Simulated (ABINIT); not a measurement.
# WC (Qusongite) (P-6m2) in ABINIT: further runs, part 2 of 2

ABINIT 10.8.3 (patched build).

## 3. Relaxation of cell and atoms, PBE, target pressure 5 GPa, at which the enthalpy is minimised

The input, run.abi:

```
# Pseudopotentials
pp_dirpath "./"
pseudos "W.GGA_PBE-JTH.xml, C.GGA_PBE-JTH.xml"

# Structure
acell 5.4924889812 5.4924889812 5.3603971251
rprim
     1.0000000000     0.0000000000     0.0000000000
    -0.5000000000     0.8660254038     0.0000000000
     0.0000000000     0.0000000000     1.0000000000
ntypat 2
znucl 74 6
natom 2
typat 1 2
xred
     0.0000000000     0.0000000000     0.0000000000
     0.6666666667     0.3333333333     0.5000000000
chkprim 0
chksymtnons 0
tolsym 1.0e-6

# Plane-wave basis
ecut 19.0
pawecutdg 38.0
pawxcdev 0
pawovlp -1

# k points
kptopt 1
ngkpt 10 10 9
nshiftk 1
shiftk 0.0 0.0 0.0

# Exchange and correlation
ixc 11

# Bands and occupations
nband 13
occopt 3
tsmear 0.00183747

# SCF cycle
nstep 100
tolvrs 1.0e-9

# Output
iomode 3
prtwf 0
prtden 0
prteig 0
prtebands 0
enunit 2

# Relaxation
ionmov 2
ntime 60
tolmxf 0.0001
optcell 2
dilatmx 1.08
ecutsm 0.5
strtarget 3*-1.699465e-04 3*0.0
```

Potentials or basis: JTH PAW PBE v2.0.

On the command line:

```
$ abinit run.abi > log 2>&1
```

run.abo:

```text
.Version 10.8.3 of ABINIT
 Symmetries : space group P-6 m 2 (#187); Bravais hP (primitive hexag.)
================================================================================
 Values of the parameters that define the memory need of the present run
     intxc =       0    ionmov =       2      iscf =      17    lmnmax =      18
     lnmax =       6     mgfft =      24  mpssoang =       3    mqgrid =    3001
     natom =       2  nloc_mem =       2    nspden =       1   nspinor =       1
    nsppol =       1      nsym =      12    n1xccc =       1    ntypat =       2
    occopt =       3   xclevel =       2
       mpw =         710          nfft =       13824          nkpt =          70
 PAW method is used; the additional fine FFT grid is defined by:
   mgfftf=        36    nfftf =     46656
================================================================================
================================================================================

--------------------------------------------------------------------------------
[... 596 lines left out ...]
- sigma(2 2)= -5.00783103E+00  sigma(3 1)=  0.00000000E+00
- sigma(3 3)= -4.99703530E+00  sigma(2 1)=  0.00000000E+00

== END DATASET(S) ==============================================================
================================================================================

 -outvars: echo values of variables after computation  --------
            acell      5.5012902891E+00  5.5012902892E+00  5.3634208856E+00 Bohr
           etotal     -7.4790002858E+01
            fcart      3.9156562648E-28  2.2607051985E-28 -0.0000000000E+00
                      -3.9156562648E-28 -2.2607051985E-28 -0.0000000000E+00
            rprim      1.0000000000E+00  0.0000000000E+00  0.0000000000E+00
                      -4.9999999999E-01  8.6602540379E-01  0.0000000000E+00
                       0.0000000000E+00  0.0000000000E+00  1.0000000000E+00
           strten     -1.7021271525E-04 -1.7021271693E-04 -1.6984577775E-04
                       0.0000000000E+00  0.0000000000E+00  0.0000000000E+00
           xangst      1.1244583609E-28 -3.5085784073E-29  0.0000000000E+00
                       1.4555787248E+00  8.4037876860E-01  1.4191000516E+00
             xred      3.1667489928E-29 -1.3916654959E-29  0.0000000000E+00
                       6.6666666667E-01  3.3333333333E-01  5.0000000000E-01
 Calculation completed.
```

It took 57 s on 1 thread of Arm Neoverse V1, shared host; peak memory 0.12 GiB.

What came out:

```
Free energy                                            : -2035.1397 eV
Relaxed volume                                         : 10.42 Å³/atom
Relaxed cell                                           : a = 2.911 Å, b = 2.911 Å, c = 2.838 Å, α = 90.00°, β = 90.00°, γ = 120.00°
Space group after relaxing (to 0.05 Å)                 : P-6m2 (No. 187)
Energy change on relaxing (the enthalpy is what falls) : -1.5 meV/atom
Ionic steps                                            : 4
Pressure after relaxing                                : 5.0 GPa
Band gap on the k mesh                                 : none (metal or under the smearing width)
Valence electrons inside the program's atomic spheres  : W 11.87; C 2.47
```

Step by step:
| step | energy change (eV) | largest force (eV/Å) | pressure (GPa) | volume (Å³) |
| --- | --- | --- | --- | --- |
| 1 | 0.0000 | 0.0000 | 6.51 | 20.75 |
| 2 | -0.0035 | 0.0000 | 4.64 | 20.85 |
| 3 | -0.0030 | 0.0000 | 4.99 | 20.83 |
| 4 | -0.0030 | 0.0000 | 5.00 | 20.83 |

Final structure:
```yaml
crystal:
  lattice:
    - [2.91116, 0.00000, 0.00000]
    - [-1.45558, 2.52114, 0.00000]
    - [0.00000, 0.00000, 2.83820]
  atoms:
    - { symbol: W, position: [0.00000, 0.00000, 0.00000] }
    - { symbol: C, position: [0.66667, 0.33333, 0.50000] }
```

The run has no spin-orbit coupling, so splittings on W are missing. PBE usually gives volumes a little too large and moduli too small.

## 4. Relaxation of cell and atoms, PBE, target pressure 10 GPa, at which the enthalpy is minimised

run.abi: that of step 3 with these lines changed.

```diff
@@ -60,2 +60,2 @@
 ecutsm 0.5
-strtarget 3*-1.699465e-04 3*0.0
+strtarget 3*-3.398931e-04 3*0.0
```

On the command line:

```
$ abinit run.abi > log 2>&1
```

Wall time 60 s (1 thread of Arm Neoverse V1, shared host); peak memory 0.12 GiB.

It converged, with:

```
Free energy                                            : -2035.1279 eV
Relaxed volume                                         : 10.29 Å³/atom
Relaxed cell                                           : a = 2.899 Å, b = 2.899 Å, c = 2.829 Å, α = 90.00°, β = 90.00°, γ = 120.00°
Space group after relaxing (to 0.05 Å)                 : P-6m2 (No. 187)
Energy change on relaxing (the enthalpy is what falls) : +4.4 meV/atom
Ionic steps                                            : 4
Pressure after relaxing                                : 10.0 GPa
Band gap on the k mesh                                 : none (metal or under the smearing width)
Valence electrons inside the program's atomic spheres  : W 11.90; C 2.49
```

The path:
```csv
step,energy change (eV),largest force (eV/Å),pressure (GPa),volume (Å³)
1,0.0000,0.0000,6.51,20.75
2,0.0122,0.0000,11.09,20.53
3,0.0087,0.0000,9.99,20.58
4,0.0088,0.0000,10.00,20.58
```

Final structure:
```xyz
2
Lattice="2.8986 0.0000 0.0000 -1.4493 2.5103 0.0000 0.0000 0.0000 2.8287" Properties=species:S:1:pos:R:3 pbc="T T T"
W     0.0000    0.0000    0.0000
C     1.4493    0.8368    1.4144
```

Levels at points of the mesh, in eV from the Fermi level:
```csv
k point,band 5,band 6,band 7,band 8,band 9,band 10,band 11,band 12,band 13
"(0.00, 0.00, 0.00)",-14.52,-4.36,-3.36,-3.36,0.09,3.28,3.28,5.68,5.68
"(0.50, 0.00, 0.00)",-11.14,-7.07,-3.65,-3.61,-0.47,2.38,4.59,4.94,6.94
```

Spin-orbit coupling is left out, which matters for the levels of W.

## 5. Relaxation of cell and atoms, PBE, target pressure 20 GPa, at which the enthalpy is minimised

run.abi: that of step 4 with these lines changed.

```diff
@@ -60,2 +60,2 @@
 ecutsm 0.5
-strtarget 3*-3.398931e-04 3*0.0
+strtarget 3*-6.797862e-04 3*0.0
```

On the command line:

```
$ abinit run.abi > log 2>&1
```

It took 77 s on 1 thread of Arm Neoverse V1, shared host; peak memory 0.12 GiB.

Results (log left out):

```
Free energy                                            : -2035.0852 eV
Relaxed volume                                         : 10.06 Å³/atom
Relaxed cell                                           : a = 2.875 Å, b = 2.875 Å, c = 2.811 Å, α = 90.00°, β = 90.00°, γ = 120.00°
Space group after relaxing (to 0.05 Å)                 : P-6m2 (No. 187)
Energy change on relaxing (the enthalpy is what falls) : +25.7 meV/atom
Ionic steps                                            : 5
Pressure after relaxing                                : 20.0 GPa
Band gap on the k mesh                                 : none (metal or under the smearing width)
Valence electrons inside the program's atomic spheres  : W 11.97; C 2.52
```

The path:
| step | energy change (eV) | largest force (eV/Å) | pressure (GPa) | volume (Å³) |
| --- | --- | --- | --- | --- |
| 1 | 0.0000 | 0.0000 | 6.51 | 20.75 |
| 2 | 0.0831 | 0.0000 | 25.40 | 19.91 |
| 3 | 0.0504 | 0.0000 | 19.81 | 20.14 |
| 4 | 0.0514 | 0.0000 | 19.99 | 20.13 |
| 5 | 0.0515 | 0.0000 | 20.00 | 20.13 |

Final structure:
```
W C
1.0
     2.87521    0.00000    0.00000
    -1.43760    2.49000    0.00000
     0.00000    0.00000    2.81134
W C
1 1
Direct
  0.00000 0.00000 0.00000
  0.66667 0.33333 0.50000
```

Levels at points of the mesh, in eV from the Fermi level:
```
           k point  band 7  band 8  band 9  band 10  band 11  band 12
(0.00, 0.00, 0.00)   -3.44   -3.44    0.09     3.39     3.39     5.80
(0.50, 0.00, 0.00)   -3.77   -3.71   -0.46     2.44     4.75     5.12
```

## 6. Relaxation of cell and atoms, PBE, target pressure 30 GPa, at which the enthalpy is minimised

run.abi: that of step 5 with these lines changed.

```diff
@@ -60,2 +60,2 @@
 ecutsm 0.5
-strtarget 3*-6.797862e-04 3*0.0
+strtarget 3*-1.019679e-03 3*0.0
```

Potentials or basis: JTH PAW PBE v2.0.

On the command line:

```
$ abinit run.abi > log 2>&1
```

It took 78 s on 1 thread of Arm Neoverse V1, shared host; peak memory 0.12 GiB.

It converged, with:

| Item | Value |
| --- | --- |
| Free energy | -2035.0214 eV |
| Relaxed volume | 9.86 Å³/atom |
| Relaxed cell | a = 2.854 Å, b = 2.854 Å, c = 2.795 Å, α = 90.00°, β = 90.00°, γ = 120.00° |
| Space group after relaxing (to 0.05 Å) | P-6m2 (No. 187) |
| Energy change on relaxing (the enthalpy is what falls) | +57.7 meV/atom |
| Ionic steps | 5 |
| Pressure after relaxing | 30.0 GPa |
| Band gap on the k mesh | none (metal or under the smearing width) |
| Valence electrons inside the program's atomic spheres | W 12.02; C 2.54 |

The path:
```tsv
step	energy change (eV)	largest force (eV/Å)	pressure (GPa)	volume (Å³)
1	0.0000	0.0000	6.51	20.75
2	0.2108	0.0000	41.77	19.30
3	0.1104	0.0000	29.34	19.75
4	0.1150	0.0000	29.97	19.72
5	0.1153	0.0000	30.00	19.72
```

Final structure:
```xyz
2
Lattice="2.8540 0.0000 0.0000 -1.4270 2.4716 0.0000 0.0000 0.0000 2.7954" Properties=species:S:1:pos:R:3 pbc="T T T"
W     0.0000    0.0000    0.0000
C     1.4270    0.8239    1.3977
```

Levels at points of the mesh, in eV from the Fermi level:
```tsv
k point	band 6	band 7	band 8	band 9	band 10	band 11	band 12	band 13
(0.00, 0.00, 0.00)	-4.61	-3.51	-3.51	0.08	3.49	3.49	5.92	5.92
(0.50, 0.00, 0.00)	-7.25	-3.88	-3.81	-0.45	2.50	4.90	5.29	7.19
```

The run has no spin-orbit coupling, so splittings on W are missing.

## 7. For comparison

An earlier run on the cell as given: functional PBEsol; potentials or basis PseudoDojo NC SR PBEsol v0.4.1 standard; cutoff 1116 eV; k mesh 10 × 10 × 9; occupations fermi-dirac, width 0.05 eV; no spin polarisation.

* Pressure: -3.1 GPa
* Band gap on the k mesh: none (metal or under the smearing width)
* Valence electrons inside the program's atomic spheres: W 10.17; C 4.07

## 8. Summary

| task | level | potentials or basis | cell | cutoff (eV) | cell freedom (optcell) | cutoff smearing ecutsm (Ha) | optimiser (ionmov) | force stop (Ha/bohr) | fine-grid cutoff | gap on the mesh (eV) | pressure (GPa) |
| --- | --- | --- | --- | --- | --- | --- | --- | --- | --- | --- | --- |
| relaxation of cell and atoms | PBE | JTH PAW PBE v2.0 | relaxed | 517 | 2 | 0.5 | 2 | 0.0001 | 1034.03 eV | none | 0.0 |
| relaxation of cell and atoms | PBE | JTH PAW PBE v2.0 | relaxed to 5 GPa | 517 | 2 | 0.5 | 2 | 0.0001 | 1034.03 eV | none | 5.0 |
| relaxation of cell and atoms | PBE | JTH PAW PBE v2.0 | relaxed to 10 GPa | 517 | 2 | 0.5 | 2 | 0.0001 | 1034.03 eV | none | 10.0 |
| relaxation of cell and atoms | PBE | JTH PAW PBE v2.0 | relaxed to 20 GPa | 517 | 2 | 0.5 | 2 | 0.0001 | 1034.03 eV | none | 20.0 |
| relaxation of cell and atoms | PBE | JTH PAW PBE v2.0 | relaxed to 30 GPa | 517 | 2 | 0.5 | 2 | 0.0001 | 1034.03 eV | none | 30.0 |
| single point | PBEsol | PseudoDojo NC SR PBEsol v0.4.1 standard | as given | 1116 | - | - | - | - | - | none | -3.1 |

Alike in all rows: no spin polarisation; k mesh 10 × 10 × 9; smearing fermi-dirac 0.05 eV.

Total energies depend on the potentials used, so only differences within one code and one set of settings carry meaning.
